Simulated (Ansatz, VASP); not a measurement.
## C (Graphite) in two plane-wave programs

Aim: how closely do two programs agree when they are given the same cell, functional and k mesh? The structure shown comes from an earlier Ansatz run, which isn't shown and may have moved the atoms alone.

Main program and level: Ansatz 0.2.0; plane waves, with VASP 6.6.1 beside it; elastic constants at LDA.

### 1. The starting structure

The structure is hexagonal, space group P6_3/mmc (No. 194). Conventional cell: a = 2.445 Å, b = 2.445 Å, c = 6.649 Å, α = 90.00°, β = 90.00°, γ = 120.00°. C has 3 C at 1.41 Å nearest. Nearest to C lie 3 C at 1.41 Å.

Coordinates:

```cif
data_structure
_symmetry_space_group_name_H-M 'P 1'
_symmetry_Int_Tables_number 1
_cell_length_a 2.4449
_cell_length_b 2.4449
_cell_length_c 6.6488
_cell_angle_alpha 90.000
_cell_angle_beta 90.000
_cell_angle_gamma 120.000
_cell_volume 34.42
loop_
_atom_site_label
_atom_site_type_symbol
_atom_site_fract_x
_atom_site_fract_y
_atom_site_fract_z
_atom_site_occupancy
C1 C 0.00000 0.00000 0.75000 1
C2 C 0.00000 0.00000 0.25000 1
C3 C 0.33333 0.66667 0.75000 1
C4 C 0.66667 0.33333 0.25000 1
```

### 2. Ansatz: elastic constants, LDA

Ansatz runs on its default PAW (the set named soft_2) files.

Elastic constants are differences of stresses under small strains, so they test the stress and the mesh.

File input.yaml:

```yaml
crystal:
  lattice:
    - [2.4449190193, 0.0, 0.0]
    - [-1.2224595096, 2.1173619809, 0.0]
    - [0.0, 0.0, 6.6487913236]
  atoms:
    - { symbol: C, position: [0.0, 0.0, 0.75] }
    - { symbol: C, position: [0.0, 0.0, 0.25] }
    - { symbol: C, position: [0.3333333333, 0.6666666667, 0.75] }
    - { symbol: C, position: [0.6666666667, 0.3333333333, 0.25] }
kpoints:
  mp_grid: { grid: [18, 18, 6] }
hamiltonian:
  xc: lda
scf:
  occupations: { method: methfessel_paxton, width: 0.25 }
output:
  forces: true
  stress: true
  eigenvalues: true
elastic:
  mode: relaxed_ion
  stencil: two_point
  amplitude: 0.01
```

Command:

```console
$ ansatz run input.yaml --threads 4 --pin off --max-ram 16384MiB --backend cpu --events-out ev --progress --plain --runs-dir out
```

Numbers of over 12 decimals in the logs are rounded to 6 here.

Log:

```text
Engine: ansatz 0.2.0, aarch64-unknown-linux-gnu
Pseudopotentials: kind: paw
Pseudopotential: C, paw, valence charge 4, recommended cutoff 420 eV (normal), C.paw.azcp
Functional definition: SPW92
  exchange = slater_x
  correlation = pw_c
Crystal: 4 atoms, lattice volume = 34.419 Å³
Basis set: ecut = 420 eV, 653 PW (Γ)
Bands: 12, of which v1, the nominal top of the filled ones, is band 8 counted from 1 (7 counted from 0)
Symmetry: 24 space group operations
Space group: P63/mmc (ITA 194), of the structure as read, at distance tolerance 3.3e-5 Å
k-points: 148 of 1944
Non-local potential: C, projectors of the file, l = 0: 2, l = 1: 2, l = 2: 1
PAW form: soft (Blöchl's): semilocal exchange-correlation on the pseudo side does not see the compensation charge
PAW frozen core: C, regenerated for the run's functional, and the local potential with it (the file was generated under x = pbe(κ = 0.804, μ = 0.219515), c = pbe(β = 0.066725))
PAW one-centre angular grid: C, 110 points (default); XC on 64 Gauss nodes
Initial density: superposition of atomic densities (neutral atoms: chi_scale 0, normalization atom), corrected by the library's trained network
Initial wavefunctions: pseudopotential atomic-orbital guess
Functional: x = slater, c = lda
SCF iter   1: F=—  HF=-971.933733 eV  |F-HF|=—  |Δ(HF+E_count)|=         —  Δρ=5.96e-3  dr2=4.32e-3  ethr=1.77e-3  ⟨swp⟩=4.6  Hψ=9305  notcnv=0
preconditioner: auto → none  [metal: Δε(μ)=0.018 eV  Ē_g=15.744 eV  σ=0.250 eV  W_gap=0.06  n_scr=4 (ndim 8)  ℏωp=25.3 eV  f_vac=0.000  D(μ)=0.09/eV (n_scr^D=0)  sad-step TF]
SCF iter   2: F=—  HF=-971.933418 eV  |F-HF|=—  |Δ(HF+E_count)|=   3.15e-4  S|Δr|=    0.00e0  Δρ=3.36e-3  dr2=1.64e-3  ethr=2.70e-5  ⟨swp⟩=1.5  Hψ=3263  notcnv=0
SCF iter   3: F=—  HF=-971.933138 eV  |F-HF|=—  |Δ(HF+E_count)|=   2.80e-4  S|Δr|=    0.00e0  Δρ=1.95e-4  dr2=7.00e-6  ethr=1.03e-5  ⟨swp⟩=1.0  Hψ=1782  notcnv=0
SCF iter   4: F=—  HF=-971.933140 eV  |F-HF|=—  |Δ(HF+E_count)|=   2.07e-6  S|Δr|=    0.00e0  Δρ=5.05e-5  dr2=4.05e-7  ethr=4.37e-8  ⟨swp⟩=2.2  Hψ=2831  notcnv=0
SCF iter   5: F=—  HF=-971.933141 eV  |F-HF|=—  |Δ(HF+E_count)|=   9.39e-7  S|Δr|=    0.00e0  Δρ=1.90e-5  dr2=1.04e-7  ethr=2.53e-9  ⟨swp⟩=2.0  Hψ=2939  notcnv=0
SCF iter   6: F=—  HF=-971.933141 eV  |F-HF|=—  |Δ(HF+E_count)|=   2.74e-8  S|Δr|=    0.00e0  Δρ=2.84e-6  dr2=1.94e-9  ethr=6.48e-10  ⟨swp⟩=2.5  Hψ=2978  notcnv=0
SCF iter   7: F=—  HF=-971.933141 eV  |F-HF|=—  |Δ(HF+E_count)|=  2.67e-10  S|Δr|=    0.00e0  Δρ=4.07e-7  dr2=5.31e-11  ethr=1.21e-11  ⟨swp⟩=2.1  Hψ=2914  notcnv=0
SCF iter   8: F=—  HF=-971.933141 eV  |F-HF|=—  |Δ(HF+E_count)|=  1.42e-11  S|Δr|=    0.00e0  Δρ=6.61e-8  dr2=9.79e-13  ethr=3.32e-13 (applied; sched 1.00e-12)  ⟨swp⟩=2.3  Hψ=2926  notcnv=0
SCF iter   9: F=-971.933141 eV  HF=-971.933141 eV  |F-HF|=1.14e-13  |Δ(HF+E_count)|=  2.27e-13  S|Δr|=    0.00e0  Δρ=7.04e-9  dr2=9.94e-15  ethr=1.00e-12  ⟨swp⟩=5.1  Hψ=6839  notcnv=0
SCF 1 converged in 9 iterations: F = -971.933141 eV  dr2 = 9.94e-15
  greatest PAW one-centre occupation: 0.671 electrons in one spin orbital (limit 2), on the C atom at site 1 (counted from 0), in its partial waves of l = 0
Crystal: 4 atoms, lattice volume = 34.075 Å³
Basis set: ecut = 420 eV, 649 PW (Γ)
Symmetry: 8 space group operations
k-points: 364 of 1944
Initial density: handed on by an earlier stage of this run
Initial wavefunctions: pseudopotential atomic-orbital guess (no wavefunctions were taken with the density)
iter 1 solved again at ethr=5.07e-5 eV; its pass at ethr=3.10e-3 eV (dr2=8.12e-3 eV) is discarded
SCF iter   1: F=—  HF=-971.924762 eV  |F-HF|=—  |Δ(HF+E_count)|=         —  Δρ=6.06e-3  dr2=8.34e-3  ethr=5.07e-5  ⟨swp⟩=1.9  Hψ=29764  notcnv=0
preconditioner: auto → none  [metal: Δε(μ)=0.010 eV  Ē_g=15.880 eV  σ=0.250 eV  W_gap=0.03  n_scr=4 (ndim 8)  ℏωp=25.4 eV  f_vac=0.000  D(μ)=0.09/eV (n_scr^D=0)]
SCF iter   2: F=—  HF=-971.921205 eV  |F-HF|=—  |Δ(HF+E_count)|=   3.56e-3  S|Δr|=    0.00e0  Δρ=2.24e-3  dr2=1.02e-3  ethr=5.07e-5  ⟨swp⟩=2.0  Hψ=7121  notcnv=0
SCF iter   3: F=—  HF=-971.920772 eV  |F-HF|=—  |Δ(HF+E_count)|=   4.33e-4  S|Δr|=    0.00e0  Δρ=2.04e-4  dr2=4.97e-6  ethr=6.38e-6  ⟨swp⟩=2.9  Hψ=7880  notcnv=0
SCF iter   4: F=—  HF=-971.920772 eV  |F-HF|=—  |Δ(HF+E_count)|=   4.18e-7  S|Δr|=    0.00e0  Δρ=1.39e-5  dr2=2.55e-8  ethr=3.11e-8  ⟨swp⟩=2.5  Hψ=7027  notcnv=0
SCF iter   5: F=—  HF=-971.920773 eV  |F-HF|=—  |Δ(HF+E_count)|=   5.95e-7  S|Δr|=    0.00e0  Δρ=1.92e-6  dr2=1.25e-9  ethr=1.59e-10  ⟨swp⟩=2.1  Hψ=7294  notcnv=0
SCF iter   6: F=—  HF=-971.920773 eV  |F-HF|=—  |Δ(HF+E_count)|=  4.31e-11  S|Δr|=    0.00e0  Δρ=2.80e-7  dr2=9.99e-12  ethr=7.81e-12  ⟨swp⟩=2.2  Hψ=7217  notcnv=0
SCF iter   7: F=—  HF=-971.920773 eV  |F-HF|=—  |Δ(HF+E_count)|=  1.69e-11  S|Δr|=    0.00e0  Δρ=3.41e-8  dr2=2.93e-13  ethr=6.24e-14 (applied; sched 1.00e-12)  ⟨swp⟩=2.2  Hψ=7227  notcnv=0
[...]
SCF iter   3: F=—  HF=-971.933082 eV  |F-HF|=—  |Δ(HF+E_count)|=   7.46e-7  S|Δr|=    0.00e0  Δρ=2.90e-5  dr2=1.15e-7  ethr=6.54e-9  ⟨swp⟩=2.2  Hψ=8482  notcnv=0
SCF iter   4: F=—  HF=-971.933082 eV  |F-HF|=—  |Δ(HF+E_count)|=   3.08e-8  S|Δr|=    0.00e0  Δρ=7.32e-6  dr2=5.90e-9  ethr=7.17e-10  ⟨swp⟩=2.0  Hψ=9007  notcnv=0
[...]
relax step   4: F+E_penalty+E_count = -971.93308221 eV  Δ(F+E_penalty+E_count) = +9.475e-10 eV  max|allowed force component| = 2.880e-4 eV/Å  Δτ_max = 0.0000 Å  (7 SCF iters, rejected (line search))
[...]
relax step   5: F+E_penalty+E_count = -971.93308221 eV  Δ(F+E_penalty+E_count) = -2.266e-9 eV  max|allowed force component| = 3.444e-5 eV/Å  Δτ_max = 0.0000 Å  (6 SCF iters, accepted)
iter 1 solved again at ethr=1.00e-12 eV; its pass at ethr=3.10e-3 eV (dr2=4.63e-14 eV) is discarded
SCF iter   1: F=—  HF=-971.933082 eV  |F-HF|=—  |Δ(HF+E_count)|=         —  Δρ=1.73e-8  dr2=4.57e-14  ethr=1.00e-12  ⟨swp⟩=1.5  Hψ=43253  notcnv=0
SCF iter   2: F=-971.933082 eV  HF=-971.933082 eV  |F-HF|=3.41e-13  |Δ(HF+E_count)|=  2.27e-13  S|Δr|=    0.00e0  Δρ=7.56e-9  dr2=1.21e-14  ethr=1.00e-12  ⟨swp⟩=4.9  Hψ=22349  notcnv=0
SCF 23 converged in 2 iterations: F = -971.933082 eV  dr2 = 1.21e-14
SCF converged after 9 iterations
Stability not checked: this state was not tested for a lower state beside it, because cold or Methfessel-Paxton smearing, or corrected tetrahedra, fill the levels in a way that the test cannot read (fill_not_monotonic; see scf.lower_state_search)
Free energy (F): -971.933141 eV
Harris-Foulkes:  -971.933141 eV  (|F-HF|=1.14e-13)
Internal energy: -971.932400 eV  (E = F + TS)
E sigma→0 (E₀):  -971.932956 eV
Entropy (-TS):   -0.000741 eV (-0.185 meV/atom)
Fermi energy:    6.962965 eV
Step filling:    the computed levels leave a gap of 0.0000 eV = 0.0 smearing widths at the electron count; against every level under it full and every level over it empty, smearing changes F+E_penalty+E_count by -0.820 meV and its σ→0 estimate by -0.635 meV
--- Per-component energies (eV) ---
  E_band       = -34.402389
  E_kinetic    = 366.149340
  E_local      = -611.346824  (includes V_loc(G=0)·N_el)
  E_nonlocal   = 114.294441
  E_hartree    = 182.325046
  E_xc         = -190.717747
  E_vxc        = -237.142529  (∫ρ·V_xc dr)
  E_paw        = -367.850828  (= ΣΔE_a)
  E_vpaw       = -31.006944  (= ΣTr[D̂ρ^β])
  E_aug_tail   = 0.000037  (compensation charges beyond the density's cutoff)
  E_ewald      = -465.037194
  E_core_change = 0.251330  (= ΣΔE_core)
  E_smearing   = -0.000741  (= −TS)
  E_closure    = 0.000000  (closes the sum)
  Σ components = -971.933141   (vs F -971.933141, Δ=0.00e0)
--- Forces (eV/Å), atoms counted from 1 ---
  atom   1  C     -0.00000000    -0.00000000    -0.00000000
  atom   2  C      0.00000000    -0.00000000     0.00000000
  atom   3  C      0.00000000     0.00000000     0.00000000
  atom   4  C     -0.00000000    -0.00000000    -0.00000000
  max |Σ_I F_I| component: 2.96e-16 eV/Å
--- Stress (GPa, compression-positive) ---
        0.001731      -0.000000       0.000000
       -0.000000       0.001731       0.000000
        0.000000       0.000000      -0.019998
  P = ⅓ Tr σ = -0.0055 GPa (-0.055 kbar)
--- Band table (eV; the first three rows and the last of 148) ---
  k-point 0: bands = [... 4 lower, 3.9887, 3.9887, 4.0079, 4.0079, 10.8687, 15.4390, 15.4390, 15.4953]
  k-point 1: bands = [... 4 lower, 3.9902, 3.9902, 4.0068, 4.0068, 11.2235, 15.4427, 15.4427, 15.4904]
  k-point 2: bands = [... 4 lower, 3.9939, 3.9939, 4.0033, 4.0033, 12.1987, 15.1820, 15.4529, 15.4529]
  k-point 147: bands = [... 4 lower, -3.7668, -3.7668, 6.9623, 6.9623, 6.9860, 6.9860, 16.8425, 16.8425]
--- Elastic constants: 3 strain directions × 2 members + reference (group order 24) ---
  dense FFT box of the reference and of every strained cell: 18×18×45
  strains applied: 11, 33, 23; error gains: componentwise 1.00 (the most a stress slope's error grows in a printed constant), spectral 1.41 (1 for all six strains in a standard setting)
  C = ∂σ_k/∂η_j (tension-positive GPa; Voigt order 11 22 33 23 13 12):
      1094.512    214.414     -2.911     -0.000     -0.000      0.000
       214.414   1094.512     -2.911      0.000      0.000      0.000
        -2.967     -2.967     29.055      0.000      0.000     -0.000
         0.000      0.000     -0.000      3.325     -0.000      0.000
        -0.000      0.000     -0.000     -0.000      3.325      0.000
        -0.000      0.000     -0.000      0.000     -0.000    440.049
  reference stress σ⁰ (GPa):     -0.002     -0.002      0.020     -0.000     -0.000      0.000
  C* (energy form; C + prestress term) asymmetry max|C*_kj − C*_jk| = 3.424e-2 GPa — a small one proves nothing (zero by symmetry where the batch's group is 432, −43m or m−3m); a large one is finite-difference/SCF noise where every solve meets its electron count
  moduli (Voigt/Reuss/Hill, GPa): K = 292.79/27.57/160.18   G = 223.31/7.67/115.49   E = 279.33   ν = 0.209
  mechanically stable: yes (min eigenvalue of sym C = 3.32 GPa)
  harmonic check of the ions' relaxations: strain 23: 1 pair too noisy to judge: this check cannot speak for C14 to C64 (a tighter `scf.convergence.dr2_threshold` may let it)
  the stresses are not corrected for the forces that the relaxations left standing (`elastic.f_tol`)
  strain η (Voigt 11):  stress-route row diagonal C_11 = 1094.51 GPa, energy-path curvature d²(F+E_count+ΔE)/dδ²/Ω₀ = 1094.36 GPa
         δ    σ_11 (GPa)             F (eV)   n_scf  n_hpsi   n_pw
    -1.000e-2     -11.2358        -971.9211191       2   50547    680   relax 5 steps, max|allowed force component| 9.36e-6 eV/Å
     1.000e-2      10.6544        -971.9215889       2   50599    696   relax 3 steps, max|allowed force component| 2.09e-5 eV/Å
  strain η (Voigt 33):  stress-route row diagonal C_33 = 29.05 GPa, energy-path curvature d²(F+E_count+ΔE)/dδ²/Ω₀ = 28.99 GPa
         δ    σ_33 (GPa)             F (eV)   n_scf  n_hpsi   n_pw
    -1.000e-2      -0.2929        -971.9328024       7   36964    678   relax 0 steps, max|allowed force component| 3.33e-16 eV/Å
     1.000e-2       0.2882        -971.9327913       6   34428    696   relax 0 steps, max|allowed force component| 5.18e-16 eV/Å
  strain η (Voigt 23):  stress-route row diagonal C_44 = 3.32 GPa, energy-path curvature d²(F+E_count+ΔE)/dδ²/Ω₀ = 3.37 GPa
         δ    σ_23 (GPa)             F (eV)   n_scf  n_hpsi   n_pw
    -1.000e-2      -0.0333        -971.9330822       2   72513    692   relax 3 steps, max|allowed force component| 1.95e-5 eV/Å
     1.000e-2       0.0332        -971.9330822       2   72870    692   relax 5 steps, max|allowed force component| 3.44e-5 eV/Å
```

The column dr2 measures how far the density is from self-consistency, as an energy; F and HF (Harris–Foulkes) agree once it is small.

(Part 1 of 2 ends here.)

[Lines on the potential files, build, host, timing and source positions are cut from VASP's logs without a mark.]

[Logs are printed without paths, hosts, clocks, repeated set-up lines and the standing remarks that a program may print on its own settings, such as how far it seeks lower states.]

[Hosts, paths, dates, database ids (printed as entryN), source tags and the programs' standing remarks are cut or masked in the printed files.]
